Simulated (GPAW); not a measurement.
GaAs, 2 atoms in the cell. Symmetry: F-43m, No. 216, cubic system. Conventional cell: a = 5.654 Å, b = 5.654 Å, c = 5.654 Å, α = 90.00°, β = 90.00°, γ = 90.00°. Around As (site symmetry -43m) lie 4 Ga at 2.45 Å. Around Ga (site symmetry -43m) lie 4 As at 2.45 Å. 

* Program: GPAW 26.7.0
* Task: equation of state
* Functional: BEEF-vdW
* Potentials or basis: GPAW PAW data sets (gpaw-data 1.2.1)
* Cutoff: 600 eV
* Basis: pw
* k mesh: 8 × 8 × 8
* Occupations: fermi-dirac, width 0.05 eV
* Spin: no spin polarisation
* Maxiter: 150
* Eos scales: [0.94, 0.96, 0.98, 1.0, 1.02, 1.04, 1.06]

Potentials or basis: GPAW PAW data sets (gpaw-data 1.2.1), pw.

Command:

```bash
$ OMP_NUM_THREADS=1 python run.py
```

Hardware: 1 thread of Intel(R) Xeon(R) Platinum 8488C (Sapphire Rapids), with other jobs on the host.

**Question.** How long does it take, and how much memory?

**Answer.** Run time: 58 s on 1 thread of Intel(R) Xeon(R) Platinum 8488C (Sapphire Rapids), with other jobs on the host, peak memory 0.29 GiB. Counts: scf iterations 63, plane waves 1428, bands 11, k points 29.
